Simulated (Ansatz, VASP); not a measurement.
# Cross-check of InP between VASP and Ansatz, part 2 of 2

Aim: how closely do two programs agree when they are given the same cell, functional and k mesh? The cell is taken from a series of VASP runs on this material, whose earlier steps may have relaxed, scaled or displaced it; both programs get it as it stands. Other levels of theory on this material are compared in a session of their own.

VASP 6.6.1 and Ansatz 0.2.0.

So far. Step 2 (VASP: band structure, LDA, spin-orbit coupling): The run ends at a pressure of -1.72 GPa.

### Step 4. Side by side

Known differences besides the potentials themselves: spin-orbit coupling enters by fully relativistic files in Ansatz and inside the spheres in VASP; the two LDA forms differ slightly; the cutoff is 420 eV in Ansatz and 350 eV in VASP; VASP's log shows a relativistic correction to its local exchange, Ansatz's none. Total energies have different zeros and are not compared.

Both answers:

```tsv
quantity	Ansatz	VASP	difference
pressure (GPa)	-1.55	-1.72	+0.18
gap over the path points (eV)	0.427	0.454	-0.027
```

Levels at points of the path, from each program's valence-band top (eV; 6 filled, then empty):

```tsv
k (reciprocal lattice)	Ansatz	VASP
0.000 0.000 0.000	-0.11 -0.11 0.00 0.00 0.00 0.00 0.43 0.43 3.60 3.60 4.07 4.07	-0.10 -0.10 0.00 0.00 0.00 0.00 0.45 0.45 3.62 3.62 4.08 4.08
0.167 0.000 0.167	-2.27 -2.27 -0.91 -0.91 -0.82 -0.82 2.46 2.46 2.90 2.90 5.00 5.00	-2.26 -2.26 -0.91 -0.91 -0.82 -0.82 2.48 2.48 2.91 2.91 5.01 5.01
0.333 0.000 0.333	-4.57 -4.57 -2.01 -2.01 -1.91 -1.91 1.85 1.85 2.67 2.67 7.27 7.27	-4.56 -4.56 -2.01 -2.01 -1.91 -1.91 1.85 1.85 2.68 2.68 7.30 7.30
0.500 0.000 0.500	-5.89 -5.89 -2.44 -2.44 -2.33 -2.33 1.57 1.57 2.08 2.08 8.92 8.92	-5.88 -5.88 -2.43 -2.43 -2.33 -2.33 1.57 1.57 2.09 2.09 8.93 8.93
0.500 0.083 0.583	-5.86 -5.86 -2.65 -2.58 -2.51 -2.50 1.98 2.04 2.48 2.49 8.10 8.13	-5.85 -5.84 -2.65 -2.57 -2.51 -2.51 1.98 2.04 2.49 2.50 8.12 8.15
0.500 0.194 0.694	-5.77 -5.76 -3.06 -2.96 -2.91 -2.87 3.51 3.56 3.79 3.81 5.94 6.13	-5.75 -5.74 -3.05 -2.96 -2.91 -2.87 3.51 3.56 3.81 3.83 5.95 6.13
0.500 0.250 0.750	-5.75 -5.74 -3.12 -3.02 -2.97 -2.93 4.14 4.14 4.20 4.23 5.21 5.46	-5.74 -5.72 -3.12 -3.02 -2.98 -2.93 4.14 4.14 4.22 4.25 5.22 5.47
0.458 0.292 0.750	-5.75 -5.74 -3.27 -3.17 -2.70 -2.62 3.41 3.45 4.26 4.27 5.69 5.88	-5.73 -5.72 -3.27 -3.17 -2.70 -2.62 3.41 3.46 4.27 4.28 5.71 5.88
0.403 0.347 0.750	-5.75 -5.74 -3.42 -3.32 -2.12 -2.08 2.33 2.36 4.22 4.24 6.84 6.95	-5.74 -5.73 -3.42 -3.33 -2.12 -2.08 2.33 2.36 4.23 4.25 6.86 6.97
0.375 0.375 0.750	-5.75 -5.74 -3.44 -3.34 -2.00 -1.99 2.17 2.17 4.21 4.23 7.24 7.29	-5.74 -5.73 -3.44 -3.34 -2.00 -1.99 2.17 2.17 4.22 4.24 7.25 7.30
```

Among the levels compared at these points, filled levels agree within 14 meV and empty ones within 27 meV. Ansatz's pressure holds a Pulay correction of 0.04 GPa; VASP's holds none.

### Step 5. Ansatz: band structure, r2SCAN, spin-orbit coupling

The same path points are solved in both programs, so levels can be compared one by one.

The cell is taken from a series of VASP runs on this material, whose earlier steps may have relaxed, scaled or displaced it; both programs get it as it stands.

input.yaml reads:

```yaml
crystal:
  lattice:
    - [0.0, 2.93435, 2.93435]
    - [2.93435, 0.0, 2.93435]
    - [2.93435, 2.93435, 0.0]
  atoms:
    - { symbol: In, position: [0.0, 0.0, 0.0] }
    - { symbol: P, position: [0.75, 0.75, 0.75] }
hamiltonian:
  xc: r2scan
  pseudopotentials: { kind: paw_fr }
magnetization:
  noncollinear: true
  spin_orbit: true
kpoints:
  mp_grid: { grid: [6, 6, 6] }
  band_path:
    path:
      - [0.0, 0.0, 0.0]
      - [0.16667, 0.0, 0.16667]
      - [0.33333, 0.0, 0.33333]
      - [0.5, 0.0, 0.5]
      - [0.5, 0.08333, 0.58333]
      - [0.5, 0.19444, 0.69444]
      - [0.5, 0.25, 0.75]
      - [0.45833, 0.29167, 0.75]
      - [0.40278, 0.34722, 0.75]
      - [0.375, 0.375, 0.75]
      - [0.20833, 0.20833, 0.41667]
      - [0.08333, 0.08333, 0.16667]
      - [0.0, 0.0, 0.0]
      - [0.22222, 0.22222, 0.22222]
      - [0.38889, 0.38889, 0.38889]
      - [0.51389, 0.47222, 0.51389]
      - [0.55556, 0.38889, 0.55556]
      - [0.61111, 0.27778, 0.61111]
      - [0.61111, 0.25, 0.63889]
      - [0.56944, 0.25, 0.68056]
      - [0.51389, 0.25, 0.73611]
      - [0.5, 0.27778, 0.72222]
      - [0.5, 0.38889, 0.61111]
      - [0.5, 0.47222, 0.52778]
      - [0.48611, 0.48611, 0.52778]
      - [0.43056, 0.43056, 0.63889]
      - [0.38889, 0.38889, 0.72222]
      - [0.59722, 0.19444, 0.59722]
      - [0.55556, 0.11111, 0.55556]
      - [0.5, 0.0, 0.5]
    npoints: 1
scf:
  occupations: { method: gaussian, width: 0.03 }
  n_extra_bands: 14
output:
  forces: true
  stress: true
  eigenvalues: true
  write_density: true
  write_potential: true
  elf: true
  volumetric_format: npy
```

Launch:

```console
$ ansatz run input.yaml --threads 2 --pin off --max-ram 4608MiB --backend cpu --events-out ev --progress --plain --runs-dir out
```

Numbers of over 12 decimals in the logs are rounded to 6 here.

What it wrote:

```text
[...]
Crystal: 2 atoms, lattice volume = 50.532 Å³
Basis set: ecut = 500 eV, 1243 PW (Γ), exchange–correlation on 128×128×128 points (64 copies of the dense FFT grid, shifted against one another)
Bands: 32, of which v1, the nominal top of the filled ones, is band 18 counted from 1 (17 counted from 0)
[...]
k-point 1: bands = [... 14 lower, 6.4168, 6.4168, 6.4900, 6.5033, 8.9429, 8.9429, 11.4137, 11.4137, ... 10 higher]
  k-point 2: bands = [... 14 lower, 5.9173, 5.9173, 6.0124, 6.0240, 8.7813, 8.7813, 11.8755, 11.8755, ... 10 higher]
  k-point 15: bands = [... 14 lower, 3.7960, 3.8744, 3.9296, 3.9715, 10.2999, 10.3580, 10.7207, 10.7309, ... 10 higher]
[key lines of the parts left out:]
SCF converged after 7 iterations
Magnetization: |M| = 0.0000 μB,  M = (+0.0000, +0.0000, +0.0000) μB
Free energy (F): -6361.865596 eV
Fermi energy:    7.357558 eV
P = ⅓ Tr σ = 1.3208 GPa (13.208 kbar)
```

The job ended after 26 s (2 threads of Arm Neoverse N1, shared host; peak memory 0.59 GiB; 51 s of CPU time).

### Step 6. VASP: band structure, r2SCAN, spin-orbit coupling

The same cell, functional, mesh and smearing now go to VASP, with its own data sets and cutoff.

INCAR reads:

```
SYSTEM = InP
PREC = Accurate
ENCUT = 350
EDIFF = 1E-06
NELM = 100
ISMEAR = 0
SIGMA = 0.03
LREAL = .FALSE.
ALGO = Normal
METAGGA = R2SCAN
LASPH = .TRUE.
LNONCOLLINEAR = .TRUE.
MAGMOM = 0 0 0 0 0 0
NBANDS = 30
GGA_COMPAT = .FALSE.
LSORBIT = .TRUE.
LORBIT = 11
LWAVE = .FALSE.
LCHARG = .FALSE.
KPAR = 4
```

POSCAR reads:

```
InP
1.0
    0.0000000000      2.9343500000      2.9343500000
    2.9343500000      0.0000000000      2.9343500000
    2.9343500000      2.9343500000      0.0000000000
In P
1 1
Direct
    0.0000000000      0.0000000000      0.0000000000
    0.7500000000      0.7500000000      0.7500000000
```

KPOINTS reads:

```
Automatic mesh
0
Gamma
6 6 6
0 0 0
```

KPOINTS_OPT reads:

```
Line mode
10
Line-mode
Reciprocal
  0.00000000   0.00000000   0.00000000 GAMMA
  0.50000000   0.00000000   0.50000000 X

  0.50000000   0.00000000   0.50000000 X
  0.50000000   0.25000000   0.75000000 W

  0.50000000   0.25000000   0.75000000 W
  0.37500000   0.37500000   0.75000000 K

  0.37500000   0.37500000   0.75000000 K
  0.00000000   0.00000000   0.00000000 GAMMA

  0.00000000   0.00000000   0.00000000 GAMMA
  0.50000000   0.50000000   0.50000000 L

  0.50000000   0.50000000   0.50000000 L
  0.62500000   0.25000000   0.62500000 U

  0.62500000   0.25000000   0.62500000 U
  0.50000000   0.25000000   0.75000000 W

  0.50000000   0.25000000   0.75000000 W
  0.50000000   0.50000000   0.50000000 L

  0.50000000   0.50000000   0.50000000 L
  0.37500000   0.37500000   0.75000000 K

  0.62500000   0.25000000   0.62500000 U
  0.50000000   0.00000000   0.50000000 X
```

The projector-augmented-wave data sets are In_d and P (PBE family, release 64).

Launch:

```console
$ mpirun -np 4 vasp_ncl
```

What it wrote:

```text
[banner, memory and clock lines left out]
running    4 mpi-ranks, on    1 nodes
[...]
|                                                                             |
|               ----> ADVICE to this user running VASP <----                  |
|                                                                             |
|     You enforced a specific xc type in the INCAR file but a different       |
|     [... a line on the potential file left out ...]
|     I HOPE YOU KNOW WHAT YOU ARE DOING!                                     |
|                                                                             |

 LDA part: xc-table for (None), standard interpolation
 POSCAR, INCAR and KPOINTS ok, starting setup
[...]
entering main loop
       N       E                     dE             d eps       ncg     rms          rms(c)
DAV:   1     0.114459617547E+03    0.11446E+03   -0.65113E+03  1328   0.107E+03
DAV:   2    -0.213488757739E+02   -0.13581E+03   -0.12976E+03  1382   0.311E+02
[...]
1 F= -.32315412E+02 E0= -.32315412E+02  d E =-.122745E-12  mag=    -0.0000    -0.0000    -0.0000
 Start KPOINTS_OPT (optional k-point list driver)
k-point batch [1-22\100]
       N       E                     dE             ncg
DAV:   1     0.122150234360E+04   -0.70442E+04     1326
DAV:   2    -0.174270581355E+04   -0.29642E+04     1360
DAV:   3    -0.205719452219E+04   -0.31449E+03     1640
DAV:   4    -0.206931721237E+04   -0.12123E+02     1662
DAV:   5    -0.207006752570E+04   -0.75031E+00     2308
DAV:   6    -0.207007353227E+04   -0.60066E-02     1758
DAV:   7    -0.207007389624E+04   -0.36397E-03     2126
DAV:   8    -0.207007390322E+04   -0.69842E-05     1630
DAV:   9    -0.207007390350E+04   -0.27192E-06     1184
[...]
k-point batch [89-100\100]
       N       E                     dE             ncg
DAV:   1     0.502855129741E+04   -0.53187E+04      720
DAV:   2     0.340883691638E+04   -0.16197E+04      726
DAV:   3     0.324477167588E+04   -0.16407E+03      914
DAV:   4     0.323878266874E+04   -0.59890E+01      922
DAV:   5     0.323838921507E+04   -0.39345E+00     1194
DAV:   6     0.323838544817E+04   -0.37669E-02      990
DAV:   7     0.323838524186E+04   -0.20631E-03     1114
DAV:   8     0.323838523738E+04   -0.44779E-05      902
DAV:   9     0.323838523718E+04   -0.19862E-06      624
```

OUTCAR, selected parts (step 6):

```text
  Total        0.3279232      0.3279232      0.3279232     -0.0000000      0.0000000     -0.0000000
  in kB       10.3972153     10.3972153     10.3972153     -0.0000000      0.0000000     -0.0000000
  external PRESSURE =      10.3972153 kB  Pullay stress =       0.0000000 kB

 POSITION                                       TOTAL-FORCE (eV/Angst)
 -----------------------------------------------------------------------------------
      0.00000      0.00000      0.00000         0.000000      0.000000      0.000000
      4.40152      4.40152      4.40152        -0.000000     -0.000000     -0.000000
 -----------------------------------------------------------------------------------
    total drift:                                0.000000      0.000000      0.000000

  FREE ENERGIE OF THE ION-ELECTRON SYSTEM (eV)
  ---------------------------------------------------
  free  energy   TOTEN  =       -32.3154116222 eV

  energy  without entropy=      -32.3154116222  energy(sigma->0) =      -32.31541162

 magnetization (x)
# of ion       s       p       d       tot
------------------------------------------
    1        0.000  -0.000   0.000  -0.000
    2        0.000   0.000   0.000   0.000
--------------------------------------------------
tot          0.000   0.000   0.000   0.000

 magnetization (y)
# of ion       s       p       d       tot
------------------------------------------
    1        0.000  -0.000   0.000  -0.000
    2        0.000   0.000   0.000   0.000
--------------------------------------------------
tot          0.000  -0.000   0.000  -0.000

 magnetization (z)
# of ion       s       p       d       tot
------------------------------------------
    1        0.000   0.000   0.000   0.000
    2        0.000  -0.000   0.000   0.000
--------------------------------------------------
tot          0.000   0.000   0.000   0.000

[... 2 parts as in an earlier step ...]

[... 1 further part left out ...]
[key lines of the parts left out:]
E-fermi :   5.1380
```

The run ends at a pressure of 1.04 GPa.

### Step 7. Comparison

What differs besides the data sets and the points named for the pairs above, as far as they apply: VASP keeps PBE cores, Ansatz makes them for the functional; the cutoff is 500 eV in Ansatz and 350 eV in VASP. Total energies have different zeros and are not compared.

The two programs side by side:

```tsv
quantity	Ansatz	VASP	difference
pressure (GPa)	1.32	1.04	+0.28
gap over the path points (eV)	1.114	1.115	-0.002
```

Levels at points of the path, from each program's valence-band top (eV; 6 filled, then empty):

```tsv
k (reciprocal lattice)	Ansatz	VASP
0.000 0.000 0.000	-0.09 -0.09 0.00 0.00 0.00 0.00 1.11 1.11 4.09 4.09 4.54 4.54	-0.09 -0.09 0.00 0.00 0.00 0.00 1.12 1.12 4.11 4.11 4.55 4.55
0.167 0.000 0.167	-2.14 -2.14 -0.91 -0.91 -0.83 -0.83 2.99 2.99 3.40 3.40 5.52 5.52	-2.14 -2.14 -0.90 -0.90 -0.83 -0.83 3.00 3.00 3.40 3.40 5.55 5.55
0.333 0.000 0.333	-4.54 -4.54 -2.04 -2.04 -1.95 -1.95 2.28 2.28 3.13 3.13 7.95 7.95	-4.54 -4.54 -2.03 -2.03 -1.95 -1.95 2.29 2.29 3.14 3.14 7.98 7.98
0.500 0.000 0.500	-5.89 -5.89 -2.48 -2.48 -2.38 -2.38 1.98 1.98 2.51 2.51 9.82 9.82	-5.89 -5.89 -2.48 -2.48 -2.38 -2.38 1.98 1.98 2.52 2.52 9.83 9.83
0.500 0.083 0.583	-5.85 -5.85 -2.69 -2.62 -2.56 -2.55 2.40 2.45 2.92 2.92 8.86 8.89	-5.86 -5.85 -2.68 -2.62 -2.56 -2.55 2.40 2.45 2.93 2.93 8.88 8.91
0.500 0.194 0.694	-5.75 -5.74 -3.08 -3.01 -2.95 -2.90 3.94 3.98 4.29 4.30 6.58 6.75	-5.75 -5.74 -3.08 -3.00 -2.95 -2.90 3.94 3.99 4.30 4.32 6.59 6.76
0.500 0.250 0.750	-5.73 -5.72 -3.15 -3.08 -3.01 -2.95 4.54 4.54 4.73 4.75 5.86 6.09	-5.73 -5.72 -3.14 -3.07 -3.01 -2.96 4.55 4.55 4.75 4.77 5.88 6.10
0.458 0.292 0.750	-5.73 -5.72 -3.31 -3.21 -2.73 -2.65 3.86 3.90 4.75 4.76 6.31 6.48	-5.73 -5.72 -3.30 -3.21 -2.73 -2.65 3.87 3.90 4.76 4.77 6.33 6.49
0.403 0.347 0.750	-5.74 -5.73 -3.46 -3.37 -2.16 -2.12 2.77 2.80 4.71 4.72 7.47 7.57	-5.74 -5.73 -3.45 -3.37 -2.15 -2.12 2.77 2.80 4.72 4.74 7.50 7.59
0.375 0.375 0.750	-5.74 -5.73 -3.48 -3.39 -2.04 -2.03 2.60 2.61 4.70 4.72 7.89 7.92	-5.74 -5.73 -3.47 -3.39 -2.04 -2.03 2.61 2.62 4.71 4.73 7.91 7.95
```

Among the levels compared at these points, filled levels agree within 6 meV and empty ones within 31 meV.

### Step 8. What came out

```yaml
difference_in_gap_over_the_path_points_band_structure_lda_spin_orbit_coupling: -0.027 eV
difference_in_gap_over_the_path_points_band_structure_r2scan_spin_orbit_coupling: -0.0016 eV
```

What this shows: The difference in gap over the path points is -0.027 eV (band structure, LDA, spin-orbit coupling), within the 0.08 eV picked in this series as the mark of a large difference. 7 further runs of this series are not shown here. How closely two codes agree says nothing of how well the functional describes the real material.

[Lines on the potential files, build, host, timing and source positions are cut from VASP's logs without a mark.]

[Logs are printed without paths, hosts, clocks, repeated set-up lines and the standing remarks that a program may print on its own settings, such as how far it seeks lower states.]

[Hosts, paths, dates, database ids (printed as entryN), source tags and the programs' standing remarks are cut or masked in the printed files.]
